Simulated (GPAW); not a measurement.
Runs of GPAW 26.7.0 on Mo. Symmetry: Im-3m, No. 229, cubic system. The conventional cell has a = 3.168 Å, b = 3.168 Å, c = 3.168 Å, α = 90.00°, β = 90.00°, γ = 90.00°. Around Mo (site symmetry m-3m) lie 8 Mo at 2.74 Å. 

```csv
task,level,potentials or basis,cell,optimizer,fmax,max steps,target pressure,convergence,gap on the mesh (eV),pressure (GPa),relaxed volume (Å³/atom)
relaxation of cell and atoms,PBE,"GPAW PAW data sets (gpaw-data 1.2.1), pw",relaxed to 5 GPa,BFGS,0.02 eV/Å,60,5 GPa,density=1e-05 forces=0.0001,none,5.0,-
relaxation of cell and atoms,revPBE+D3(BJ),"the program's PAW data sets (release 1.2.1) made for this functional, pw",relaxed,BFGS,0.02 eV/Å,60,-,density=1e-05 forces=0.0001,none,-0.1,15.08
relaxation of cell and atoms,PBE,"GPAW PAW data sets (gpaw-data 1.2.1), pw",relaxed to 30 GPa,BFGS,0.02 eV/Å,60,30 GPa,density=1e-05 forces=0.0001,none,30.0,-
relaxation of cell and atoms,PBE,"GPAW PAW data sets (gpaw-data 1.2.1), pw",relaxed,BFGS,0.02 eV/Å,60,-,density=1e-05 forces=0.0001,none,0.2,(a)
```

Alike in all rows: no spin polarisation; k mesh 12 × 12 × 12; cutoff (eV) 600; smearing fermi-dirac 0.05 eV.

**Question.** Fill in the values left out.

**Answer.** (a) 15.74.

Caveats: later steps reuse the first step's grids; pairwise dispersion overbinds metals, which lowers pressure and volume (some runs).

A k mesh can miss the band edges, and the runs leave out spin-orbit coupling on Mo.

A gap of «none» marks a metal or a gap under the smearing width.
